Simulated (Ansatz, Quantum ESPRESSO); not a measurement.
# Band offsets of the AlAs/GaAs(110) superlattice, 5 + 5 layers, a = 5.625 Å, part 3 of 7

Wanted: the band alignment of the AlAs/GaAs(110) superlattice, 5 + 5 layers, a = 5.625 Å.

Quantum ESPRESSO 7.5; plane-wave DFT, LDA, GBRV ultrasoft pseudopotentials; cross-check by Ansatz 0.2.0 with PAW datasets.

So far. Step 3 (Self-consistent run of bulk AlAs): The run needed 7 iterations to bring the estimated error under 1e-07 Ry.

## (7) SCF with pw.x of bulk GaAs

System of this step: GaAs, zinc blende at a = 5.625 Å. Symmetry: F-43m, No. 216, cubic system. The conventional cell has a = 5.625 Å, b = 5.625 Å, c = 5.625 Å, α = 90.00°, β = 90.00°, γ = 90.00°. Ga has 4 As at 2.44 Å nearest. Nearest to As lie 4 Ga at 2.44 Å. Farther neighbours are not listed.

Input file b.in:

```
&control
  prefix = 'b'
  outdir = './out'
  pseudo_dir = './pseudo'
  calculation = 'scf'
  tprnfor = .true.
/
&system
  ibrav = 0
  nat = 4
  ntyp = 2
  ecutwfc = 40
  ecutrho = 200
  occupations = 'smearing'
  smearing = 'fd'
  degauss = 0.002
/
&electrons
  conv_thr = 1e-07
  mixing_beta = 0.5
  electron_maxstep = 120
/
ATOMIC_SPECIES
  Ga  69.7230  ga_lda_v1.4.uspp.F.UPF
  As  74.9216  as_lda_v1.uspp.F.UPF
CELL_PARAMETERS angstrom
  5.62500000000000 0.00000000000000 0.00000000000000
  0.00000000000000 3.97747564417433 0.00000000000000
  0.00000000000000 0.00000000000000 3.97747564417433
ATOMIC_POSITIONS crystal
  Ga  0.000000000000 0.000000000000 0.000000000000
  As  0.250000000000 0.500000000000 0.000000000000
  Ga  0.500000000000 0.500000000000 0.500000000000
  As  0.750000000000 0.000000000000 0.500000000000
K_POINTS automatic
  6 8 8 0 0 0
```

Command:

```console
$ OMP_NUM_THREADS=1 mpirun -n 4 pw.x -nk 4 -in b.in > b.out
```

What it wrote:

```text
[banner, memory and clock lines left out]
Program PWSCF v.7.5 starts

          URL

     Found identity + ( -0.5000 -0.5000 -0.5000) symmetry
     This is a supercell, fractional translations are disabled
     Message from routine setup:
     using ibrav=0 with symmetry is DISCOURAGED, use correct ibrav instead

     G-vector sticks info

     bravais-lattice index     =            0
     lattice parameter (alat)  =      10.6297  a.u.
     unit-cell volume          =     600.5293 (a.u.)^3
     number of atoms/cell      =            4
     number of atomic types    =            2
     number of electrons       =        48.00
     number of Kohn-Sham states=           29
     kinetic-energy cutoff     =      40.0000  Ry
     charge density cutoff     =     200.0000  Ry
     scf convergence threshold =      1.0E-07
     mixing beta               =       0.5000
     number of iterations used =            8  plain     mixing
     Exchange-correlation= SLA  PZ   NOGX NOGC
                           (   1   1   0   0   0   0   0)

     celldm(1)=  10.629709  celldm(2)=   0.000000  celldm(3)=   0.000000
     celldm(4)=   0.000000  celldm(5)=   0.000000  celldm(6)=   0.000000

     crystal axes: (cart. coord. in units of alat)
               a(1) = (   1.000000   0.000000   0.000000 )
               a(2) = (   0.000000   0.707107   0.000000 )
               a(3) = (   0.000000   0.000000   0.707107 )

     reciprocal axes: (cart. coord. in units 2 pi/alat)
               b(1) = (  1.000000  0.000000  0.000000 )
               b(2) = (  0.000000  1.414214  0.000000 )
               b(3) = (  0.000000  0.000000  1.414214 )

     PseudoPot. # 1 for Ga read from file:
     ./pseudo/ga_lda_v1.4.uspp.F.UPF
     Pseudo is Ultrasoft + core correction, Zval = 19.0
     Generated by new atomic code, or converted to UPF format
     Using radial grid of  871 points,  6 beta functions with:
                l(1) =   0
                l(2) =   0
                l(3) =   1
                l(4) =   1
                l(5) =   2
                l(6) =   2
     Q(r) pseudized with  8 coefficients,  rinner =    1.250   1.250   1.250
                                                       1.250   1.250

     PseudoPot. # 2 for As read from file:
     ./pseudo/as_lda_v1.uspp.F.UPF
     Pseudo is Ultrasoft + core correction, Zval =  5.0
     Generated by new atomic code, or converted to UPF format
     Using radial grid of  875 points,  6 beta functions with:
                l(1) =   0
                l(2) =   0
                l(3) =   1
                l(4) =   1
                l(5) =   2
                l(6) =   2
     Q(r) pseudized with  8 coefficients,  rinner =    1.300   1.300   1.300
                                                       1.300   1.300

     atomic species   valence    mass     pseudopotential
     Ga               19.00    69.72300     Ga( 1.00)
     As                5.00    74.92160     As( 1.00)

      8 Sym. Ops. (no inversion) found

   Cartesian axes

     site n.     atom                  positions (alat units)
         1        Ga     tau(   1) = (   0.0000000   0.0000000   0.0000000  )
         2        As     tau(   2) = (   0.2500000   0.3535534   0.0000000  )
         3        Ga     tau(   3) = (   0.5000000   0.3535534   0.3535534  )
         4        As     tau(   4) = (   0.7500000   0.0000000   0.3535534  )

     number of k points=    60  Fermi-Dirac smearing, width (Ry)=  0.0020
                       cart. coord. in units 2pi/alat
        k(    1) = (   0.0000000   0.0000000   0.0000000), wk =   0.0052083
        k(    2) = (   0.0000000   0.0000000   0.1767767), wk =   0.0208333
        k(    3) = (   0.0000000   0.0000000   0.3535534), wk =   0.0208333
        k(    4) = (   0.0000000   0.0000000   0.5303301), wk =   0.0208333
        k(    5) = (   0.0000000   0.0000000  -0.7071068), wk =   0.0104167
        k(    6) = (   0.0000000   0.1767767   0.1767767), wk =   0.0208333
        k(    7) = (   0.0000000   0.1767767   0.3535534), wk =   0.0416667
        k(    8) = (   0.0000000   0.1767767   0.5303301), wk =   0.0416667
        k(    9) = (   0.0000000   0.1767767  -0.7071068), wk =   0.0208333
        k(   10) = (   0.0000000   0.3535534   0.3535534), wk =   0.0208333
        k(   11) = (   0.0000000   0.3535534   0.5303301), wk =   0.0416667
        k(   12) = (   0.0000000   0.3535534  -0.7071068), wk =   0.0208333
        k(   13) = (   0.0000000   0.5303301   0.5303301), wk =   0.0208333
        k(   14) = (   0.0000000   0.5303301  -0.7071068), wk =   0.0208333
        k(   15) = (   0.0000000  -0.7071068  -0.7071068), wk =   0.0052083
        k(   16) = (   0.1666667   0.0000000   0.0000000), wk =   0.0104167
        k(   17) = (   0.1666667   0.0000000   0.1767767), wk =   0.0416667
        k(   18) = (   0.1666667   0.0000000   0.3535534), wk =   0.0416667
        k(   19) = (   0.1666667   0.0000000   0.5303301), wk =   0.0416667
        k(   20) = (   0.1666667   0.0000000  -0.7071068), wk =   0.0208333
        k(   21) = (   0.1666667   0.1767767   0.1767767), wk =   0.0416667
        k(   22) = (   0.1666667   0.1767767   0.3535534), wk =   0.0833333
        k(   23) = (   0.1666667   0.1767767   0.5303301), wk =   0.0833333
        k(   24) = (   0.1666667   0.1767767  -0.7071068), wk =   0.0416667
        k(   25) = (   0.1666667   0.3535534   0.3535534), wk =   0.0416667
        k(   26) = (   0.1666667   0.3535534   0.5303301), wk =   0.0833333
        k(   27) = (   0.1666667   0.3535534  -0.7071068), wk =   0.0416667
        k(   28) = (   0.1666667   0.5303301   0.5303301), wk =   0.0416667
        k(   29) = (   0.1666667   0.5303301  -0.7071068), wk =   0.0416667
        k(   30) = (   0.1666667  -0.7071068  -0.7071068), wk =   0.0104167
        k(   31) = (   0.3333333   0.0000000   0.0000000), wk =   0.0104167
        k(   32) = (   0.3333333   0.0000000   0.1767767), wk =   0.0416667
        k(   33) = (   0.3333333   0.0000000   0.3535534), wk =   0.0416667
        k(   34) = (   0.3333333   0.0000000   0.5303301), wk =   0.0416667
        k(   35) = (   0.3333333   0.0000000  -0.7071068), wk =   0.0208333
        k(   36) = (   0.3333333   0.1767767   0.1767767), wk =   0.0416667
        k(   37) = (   0.3333333   0.1767767   0.3535534), wk =   0.0833333
        k(   38) = (   0.3333333   0.1767767   0.5303301), wk =   0.0833333
        k(   39) = (   0.3333333   0.1767767  -0.7071068), wk =   0.0416667
        k(   40) = (   0.3333333   0.3535534   0.3535534), wk =   0.0416667
        k(   41) = (   0.3333333   0.3535534   0.5303301), wk =   0.0833333
[...]
10.0736  10.2220  11.1365  12.4127  12.4920

          k = 0.3333 0.3536 0.5303 (  2561 PWs)   bands (ev):

   -86.7964 -86.7962 -86.7961 -86.7959 -86.7958 -86.7956  -7.7891  -7.7797
    -7.6659  -7.6625  -7.6599  -7.6553  -7.6166  -7.6145  -7.6045  -7.6018
    -3.9961  -3.4673   0.5875   1.2703   3.3600   4.1532   5.2771   5.3292
     9.4451  10.0422  11.3215  12.4813  12.6272

          k = 0.3333 0.3536-0.7071 (  2558 PWs)   bands (ev):

   -86.7964 -86.7962 -86.7961 -86.7959 -86.7957 -86.7956  -7.7884  -7.7883
    -7.6629  -7.6627  -7.6562  -7.6560  -7.6167  -7.6165  -7.6018  -7.6015
    -3.5961  -3.5961   0.6532   0.6533   3.8292   3.8292   5.1598   5.1598
     9.4793   9.4793  12.0225  12.0225  13.2648

          k = 0.3333 0.5303 0.5303 (  2556 PWs)   bands (ev):

   -86.7965 -86.7961 -86.7961 -86.7959 -86.7957 -86.7956  -7.7956  -7.7912
    -7.6598  -7.6579  -7.6506  -7.6490  -7.6212  -7.6197  -7.6027  -7.6008
    -3.5960  -3.2513   0.4739   0.9001   3.1141   3.7291   4.6390   4.9235
     9.2766  10.4580  10.8722  12.4735  12.5195

          k = 0.3333 0.5303-0.7071 (  2556 PWs)   bands (ev):

   -86.7964 -86.7961 -86.7961 -86.7959 -86.7957 -86.7956  -7.7973  -7.7973
    -7.6568  -7.6567  -7.6470  -7.6468  -7.6223  -7.6222  -7.6009  -7.6007
    -3.2743  -3.2743   0.4989   0.4989   3.4568   3.4568   4.4877   4.4877
     9.7395   9.7395  11.4798  11.4798  13.4319

          k = 0.3333-0.7071-0.7071 (  2560 PWs)   bands (ev):

   -86.7964 -86.7962 -86.7962 -86.7960 -86.7956 -86.7956  -7.8011  -7.8011
    -7.6541  -7.6541  -7.6440  -7.6438  -7.6240  -7.6239  -7.6004  -7.6001
    -3.1127  -3.1127   0.3455   0.3455   3.7327   3.7327   3.8718   3.8718
    10.3439  10.3439  10.5554  10.5554  14.2572

          k =-0.5000 0.0000 0.0000 (  2598 PWs)   bands (ev):

   -86.7967 -86.7963 -86.7963 -86.7963 -86.7959 -86.7959  -7.7607  -7.7603
    -7.6668  -7.6668  -7.6664  -7.6664  -7.6209  -7.6205  -7.6010  -7.6007
    -4.7826  -4.7826   2.9889   2.9889   5.4330   5.4330   5.4331   5.4331
     9.0372   9.0372  10.3549  10.3549  13.7825

          k =-0.5000 0.0000 0.1768 (  2584 PWs)   bands (ev):

   -86.7965 -86.7963 -86.7963 -86.7961 -86.7959 -86.7958  -7.7615  -7.7612
    -7.6692  -7.6689  -7.6674  -7.6671  -7.6187  -7.6183  -7.6015  -7.6011
    -4.6824  -4.6824   2.6055   2.6055   5.2713   5.2713   5.5051   5.5051
     9.5068   9.5068  10.6314  10.6314  12.8979

          k =-0.5000 0.0000 0.3536 (  2584 PWs)   bands (ev):

   -86.7966 -86.7963 -86.7963 -86.7960 -86.7959 -86.7958  -7.7663  -7.7660
    -7.6722  -7.6720  -7.6691  -7.6688  -7.6131  -7.6127  -7.6025  -7.6021
    -4.4119  -4.4119   1.6659   1.6659   5.3410   5.3410   5.6924   5.6925
     9.3461   9.3461  11.2769  11.2769  12.7255

          k =-0.5000 0.0000 0.5303 (  2558 PWs)   bands (ev):

   -86.7964 -86.7962 -86.7962 -86.7958 -86.7958 -86.7956  -7.7742  -7.7741
    -7.6721  -7.6720  -7.6709  -7.6706  -7.6068  -7.6065  -7.6034  -7.6031
    -4.0821  -4.0821   0.7600   0.7600   5.7223   5.7223   5.9037   5.9038
     8.5270   8.5270  11.5820  11.5821  12.0396

          k =-0.5000 0.0000-0.7071 (  2520 PWs)   bands (ev):

   -86.7962 -86.7961 -86.7960 -86.7957 -86.7955 -86.7953  -7.7781  -7.7780
    -7.6716  -7.6715  -7.6713  -7.6713  -7.6040  -7.6037  -7.6036  -7.6034
    -3.9183  -3.9183   0.3829   0.3829   6.0000   6.0000   6.0004   6.0004
     8.0536   8.0536  11.7641  11.7643  11.7643

          k =-0.5000 0.1768 0.1768 (  2582 PWs)   bands (ev):

   -86.7966 -86.7963 -86.7962 -86.7961 -86.7958 -86.7958  -7.7627  -7.7624
    -7.6704  -7.6702  -7.6675  -7.6673  -7.6169  -7.6165  -7.6024  -7.6020
    -4.5830  -4.5830   2.3871   2.3872   4.6972   4.6972   5.8313   5.8313
    10.1635  10.1635  10.6082  10.6082  12.4563

          k =-0.5000 0.1768 0.3536 (  2586 PWs)   bands (ev):

   -86.7966 -86.7964 -86.7963 -86.7961 -86.7959 -86.7958  -7.7681  -7.7680
    -7.6709  -7.6707  -7.6682  -7.6680  -7.6122  -7.6119  -7.6043  -7.6039
    -4.3143  -4.3143   1.6472   1.6472   4.4794   4.4794   6.0047   6.0047
     9.7883   9.7883  11.4502  11.4502  12.6124

          k =-0.5000 0.1768 0.5303 (  2558 PWs)   bands (ev):

   -86.7964 -86.7962 -86.7961 -86.7959 -86.7958 -86.7956  -7.7763  -7.7762
    -7.6697  -7.6695  -7.6685  -7.6684  -7.6069  -7.6065  -7.6057  -7.6053
    -3.9866  -3.9866   0.8048   0.8049   4.7610   4.7610   5.9578   5.9578
     9.1913   9.1914  11.6512  11.6513  12.1920

          k =-0.5000 0.1768-0.7071 (  2556 PWs)   bands (ev):

   -86.7964 -86.7963 -86.7961 -86.7959 -86.7958 -86.7955  -7.7803  -7.7802
    -7.6700  -7.6698  -7.6676  -7.6674  -7.6064  -7.6061  -7.6041  -7.6038
    -3.8238  -3.8238   0.4407   0.4408   5.0411   5.0411   5.7849   5.7849
     9.0011   9.0011  11.4460  11.4460  12.2496

          k =-0.5000 0.3536 0.3536 (  2556 PWs)   bands (ev):

   -86.7964 -86.7962 -86.7961 -86.7958 -86.7958 -86.7956  -7.7745  -7.7744
    -7.6676  -7.6674  -7.6651  -7.6651  -7.6101  -7.6098  -7.6077  -7.6074
    -4.0504  -4.0504   1.4082   1.4083   3.7044   3.7044   5.9173   5.9173
     9.8244   9.8244  12.7300  12.8165  12.8168

          k =-0.5000 0.3536 0.5303 (  2558 PWs)   bands (ev):

   -86.7965 -86.7962 -86.7961 -86.7959 -86.7957 -86.7956  -7.7828  -7.7827
    -7.6662  -7.6662  -7.6598  -7.6596  -7.6116  -7.6113  -7.6061  -7.6057
    -3.7278  -3.7278   0.8467   0.8468   3.6705   3.6705   5.4904   5.4904
     9.8923   9.8923  11.8411  11.8411  13.2258

          k =-0.5000 0.3536-0.7071 (  2544 PWs)   bands (ev):

   -86.7964 -86.7961 -86.7960 -86.7958 -86.7957 -86.7955  -7.7866  -7.7865
    -7.6659  -7.6658  -7.6576  -7.6573  -7.6126  -7.6123  -7.6043  -7.6040
    -3.5674  -3.5674   0.5432   0.5433   3.8482   3.8482   5.1768   5.1768
    10.1380  10.1380  11.2445  11.2445  13.5009

          k =-0.5000 0.5303 0.5303 (  2560 PWs)   bands (ev):

   -86.7964 -86.7962 -86.7961 -86.7960 -86.7958 -86.7957  -7.7906  -7.7905
    -7.6628  -7.6628  -7.6511  -7.6508  -7.6164  -7.6161  -7.6049  -7.6046
    -3.4111  -3.4111   0.6735   0.6735   3.2532   3.2532   4.7899   4.7899
    10.4375  10.4375  12.3456  12.3456  12.5523

          k =-0.5000 0.5303-0.7071 (  2540 PWs)   bands (ev):

   -86.7963 -86.7961 -86.7960 -86.7958 -86.7957 -86.7956  -7.7940  -7.7940
    -7.6614  -7.6614  -7.6479  -7.6476  -7.6180  -7.6178  -7.6041  -7.6037
    -3.2534  -3.2534   0.5010   0.5011   3.3311   3.3311   4.3651   4.3651
    10.9963  10.9964  11.6233  11.6234  13.0230

          k =-0.5000-0.7071-0.7071 (  2512 PWs)   bands (ev):

   -86.7961 -86.7959 -86.7959 -86.7956 -86.7955 -86.7955  -7.7973  -7.7973
    -7.6593  -7.6593  -7.6446  -7.6444  -7.6197  -7.6195  -7.6037  -7.6033
    -3.0969  -3.0969   0.3977   0.3978   3.5359   3.5359   3.7234   3.7234
    11.7757  11.7758  11.8110  11.8110  12.5301

     the Fermi energy is     7.3868 ev

!    total energy              =    -909.64896771 Ry
     estimated scf accuracy    <       0.00000006 Ry
     smearing contrib. (-TS)   =      -0.00000020 Ry
     internal energy E=F+TS    =    -909.64896751 Ry

     The total energy is F=E-TS. E is the sum of the following terms:
     one-electron contribution =    -811.38413899 Ry
     hartree contribution      =     421.18012477 Ry
     xc contribution           =    -157.79356406 Ry
     ewald contribution        =    -361.65138923 Ry

     convergence has been achieved in   9 iterations

     Forces acting on atoms (cartesian axes, Ry/au):

     atom    1 type  1   force =     0.00000000    0.00000000    0.00000000
     atom    2 type  2   force =     0.00000064    0.00000000    0.00000000
     atom    3 type  1   force =     0.00000000    0.00000000    0.00000000
     atom    4 type  2   force =    -0.00000064    0.00000000    0.00000000

     Total force =     0.000001     Total SCF correction =     0.000022
     SCF correction compared to forces is large: reduce conv_thr to get better values

     XML data file, charge density, pseudopotentials, collected wavefunctions

                                        0.00s GPU  (     629 calls)
```

It took 15 s on 4 MPI ranks of AMD EPYC 7R32 (Zen 2), shared host; peak memory 0.43 GiB.

Numbers from this step:

```
free energy  : -12376.4047 eV
Fermi energy : 7.387 eV
```

[end of part 3 of 7]

[Logs are printed without paths, hosts, clocks, repeated set-up lines and the standing remarks that a program may print on its own settings, such as how far it seeks lower states.]

[Hosts, paths, dates, database ids (printed as entryN), source tags and the programs' standing remarks are cut or masked in the printed files.]

[Maps of the electrostatic potential energy from Ansatz leave out the sawtooth potential of an applied field or a dipole correction, so their vacuum need not be flat; planar profiles and work functions include it.]
